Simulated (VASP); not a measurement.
# PbF2 (Fluorocronite): F into a neighbouring F vacancy, part 5 of 5

Aim: the barrier for one hop in PbF2 (Fluorocronite): F into a neighbouring F vacancy. The start is a cell from a database of measured crystal structures.

VASP 6.6.1; PBEsol; plane waves and PAW (Pb, F).

So far. Step 3 (Relax the start): The run ended after 8 ionic steps, 0.454 eV below its first step, once the forces on the free atoms met EDIFFG = -0.05. Step 4 (Relax the end): The run ended after 10 ionic steps, 0.477 eV below its first step, once the forces on the free atoms met EDIFFG = -0.05.

The database entry behind the starting cell differs from later determinations by our own check (0.1 to 0.3 % short, probably kX units), so it need not match the best structure at ambient conditions.

## Step 5: Nudged elastic band (continued)

OUTCAR, selected parts (step 5):

```text
NELECT = 208

 ion  position               nearest neighbor table
   1  0.001  0.000  0.998-  26 2.50  23 2.54  24 2.54  17 2.54  20 2.55  27 2.55  30 2.56  21 2.62
                             3 4.10   7 4.13   8 4.13   9 4.13   6 4.13   4 4.14  10 4.14   2 4.14
   2  0.999  0.998  0.333-  24 2.51  22 2.52  21 2.53  28 2.54  31 2.54  18 2.55  15 2.56   8 4.10
                             5 4.11   9 4.12   6 4.12  11 4.13   4 4.13   7 4.13   1 4.14
   3  0.998  0.998  0.670-  23 2.50  29 2.52  26 2.53  32 2.53  22 2.55  16 2.56  19 2.57   1 4.10
                             7 4.12   4 4.12  12 4.13   6 4.13   9 4.14   9 4.14
   4  0.998  0.500  0.002-  23 2.53  29 2.53  20 2.55  24 2.55  14 2.55  27 2.56  33 2.56  18 2.58
                            12 4.10   3 4.12  11 4.12   7 4.13  10 4.13   5 4.13   2 4.13   1 4.14
   5  0.989  0.505  0.336-  25 2.25  34 2.43  21 2.45  19 2.47  18 2.49  28 2.51  27 2.52   8 3.99
                            11 4.03   2 4.11   6 4.13   4 4.13  12 4.13
   6  0.001  0.500  0.665-  20 2.53  13 2.54  22 2.54  26 2.54  29 2.54  19 2.56  35 2.57  28 2.58
                            10 4.07  12 4.12   9 4.12  11 4.12   2 4.12   5 4.13   1 4.13   3 4.13
   7  0.500  0.998  0.001-  32 2.53  17 2.54  24 2.54  23 2.54  33 2.55  14 2.56  30 2.57  15 2.58
                            12 4.10   3 4.12  11 4.12  10 4.12   4 4.13   1 4.13   2 4.13   8 4.14
   8  0.507  0.989  0.335-  25 2.24  34 2.43  21 2.45  16 2.48  15 2.48  30 2.51  31 2.51   5 3.99
                            11 4.03   2 4.10   9 4.12  12 4.13   1 4.13   7 4.14
   9  0.500  0.003  0.665-  17 2.54  32 2.54  26 2.54  22 2.54  13 2.54  16 2.56  31 2.56  35 2.57
                            10 4.08  12 4.12   6 4.12  11 4.12   8 4.12   2 4.12   1 4.13   3 4.14
  10  0.505  0.505  0.991-  35 2.39  20 2.49  17 2.49  14 2.50  33 2.55  30 2.56  27 2.57  12 4.03
                             6 4.07   9 4.08   7 4.12   4 4.13   1 4.14
  11  0.502  0.504  0.335-  34 2.46  15 2.48  18 2.49  13 2.49  33 2.51  28 2.53  31 2.54   8 4.03
                             5 4.03   7 4.12   9 4.12   6 4.12  12 4.12   4 4.12   2 4.13
  12  0.495  0.497  0.672-  14 2.46  29 2.51  32 2.52  13 2.52  35 2.55  16 2.55  19 2.55  34 2.66
                            10 4.03   4 4.10   7 4.10   6 4.12   9 4.12  11 4.12   3 4.13   5 4.13
  13  0.377  0.379  0.581-  11 2.49  12 2.52   6 2.54   9 2.54
[...]
34  0.629  0.629  0.409-   5 2.43   8 2.43  11 2.46  12 2.66
  35  0.622  0.623  0.755-  10 2.39  12 2.55   9 2.57   6 2.57

  tangential force (eV/A)        -0.232126
  left and right image   0.756657  0.754813 A

  tangential force (eV/A)        -0.229439
  left and right image   0.758589  0.756864 A

 E-fermi :   0.9988

 k-point     1 :       0.0000    0.0000    0.0000
  band No.  band energies     occupation
    ...
    100       0.5337      2.00000
    101       0.5481      2.00000
    102       0.5788      2.00000
    103       0.6090      2.00000
    104       0.7251      2.00000
    105       4.6018      0.00000
    106       5.1023      0.00000
    107       5.2974      0.00000
    108       5.4535      0.00000
    109       5.4925      0.00000
    ...

 POSITION                                       TOTAL-FORCE (eV/Angst)
 -----------------------------------------------------------------------------------
      8.77066      8.76869      0.03658         0.016924      0.011870      0.010162
      8.76782      8.76929     11.73597         0.005953      0.002715      0.022161
     11.74350     11.74033     11.68804        -0.029031     -0.023839      0.025707
      2.93843      5.85415      8.76446         0.014952     -0.006218      0.025505
      5.95684      8.68118      8.75356        -0.007153      0.011647      0.002702
      8.76078      5.83685      2.94993        -0.004242     -0.000836     -0.006120
      5.85654      2.93679      8.76526        -0.009108      0.013844      0.024069
      8.68100      5.95771      8.75522         0.015302     -0.011654     -0.001943
      5.84039      8.75805      2.95212        -0.008450     -0.000532     -0.004221
     11.63115     11.62731      5.92717         0.005704      0.004487     -0.000020
      5.88662      5.88639      5.87153         0.006198      0.005172      0.011513
      8.80233      8.79712      5.78611        -0.003540     -0.001459      0.005240
      7.31172      7.30717      4.39453        -0.011383     -0.009153      0.003904
     10.24764     10.24400      4.40033         0.007745      0.007569      0.013174
      7.31976      4.47068      7.29875        -0.011732      0.015538     -0.005124
     10.19095      7.31149      7.30866        -0.016836      0.006280      0.000765
     13.14288     10.23277      7.33273        -0.001139      0.003476      0.001430
      4.46815      7.31987      7.29685         0.018577     -0.011719     -0.003917
      7.31653     10.18895      7.30750         0.003596     -0.018275      0.001520
     10.23555     13.13943      7.33137         0.001627     -0.001253      0.002334
      7.35919      7.36253     10.41538        -0.001639     -0.007069     -0.065523
     10.23010     10.22806     10.27099        -0.006398     -0.007209      0.020059
     13.12795     13.12632     10.27699         0.017666      0.016482      0.015658
      1.47329      1.47326      1.48150         0.011765      0.009112      0.032016
[...]
-----------------------------------------------------------------------------------
    total drift:                               -0.028144     -0.024466     -0.017135

  FREE ENERGIE OF THE ION-ELECTRON SYSTEM (eV)
  ---------------------------------------------------
  free  energy   TOTEN  =      -178.8838218427 eV

  energy  without entropy=     -178.8838218427  energy(sigma->0) =     -178.88382184

  tangential force (eV/A)        -0.228087
  left and right image   0.760761  0.759357 A

[... 6 parts as in an earlier step ...]

[... 5 further parts left out ...]
```

Images along the path:

| image | path (A) | energy (eV) | F25: x, y, z (Å) |
| --- | --- | --- | --- |
| 0 | 0.000 | 0.0000 | 4.375, 4.384, 1.521 |
| 1 | 0.761 | 0.1217 | 4.385, 4.386, 2.192 |
| 2 | 1.520 | 0.2269 | 4.390, 4.391, 2.924 |
| 3 | 2.279 | 0.1207 | 4.394, 4.396, 3.653 |
| 4 | 3.040 | 0.0010 | 4.395, 4.404, 4.326 |

Numbers from this step:

```
electronic cycles                        : 88
path length                              : 3.040 Å
barrier                                  : 0.2269 eV
barrier in the reverse direction         : 0.2259 eV
barrier from a spline through the images : 0.2269 eV
reaction energy                          : 0.001003 eV
```

What the program prints for this run, and its count of cycles, belong to image 1; the force that counts for the threshold is the band's, across the path.

## Step 6: Summary of results

| Property | Result |
| --- | --- |
| hop | F into a neighbouring F vacancy |
| barrier | 0.227 eV |
| barrier in the reverse direction | 0.226 eV |
| barrier from a spline through the images | 0.227 eV |
| reaction energy | 0.00100 eV |
| path length | 3.04 Å |

The barrier is 0.23 eV forwards and 0.23 eV backwards. With an attempt frequency of 10¹³ per second, taken as a typical value, this barrier gives about 10^9 hops a second at 300 K. Both ends are alike and an image sits at the midpoint, which is the saddle if the path is symmetric. The band met its force threshold after 12 steps. Cell and mesh are small and were not tested. The band started on a straight line, so other routes may lie lower.

[Lines on the potential files, build, host, timing and source positions are cut from VASP's logs without a mark.]

[Logs are printed without paths, hosts, clocks, repeated set-up lines and the standing remarks that a program may print on its own settings, such as how far it seeks lower states.]

[Hosts, paths, dates, database ids (printed as entryN), source tags and the programs' standing remarks are cut or masked in the printed files.]

[Runs that stopped without an error message from VASP are left out.]
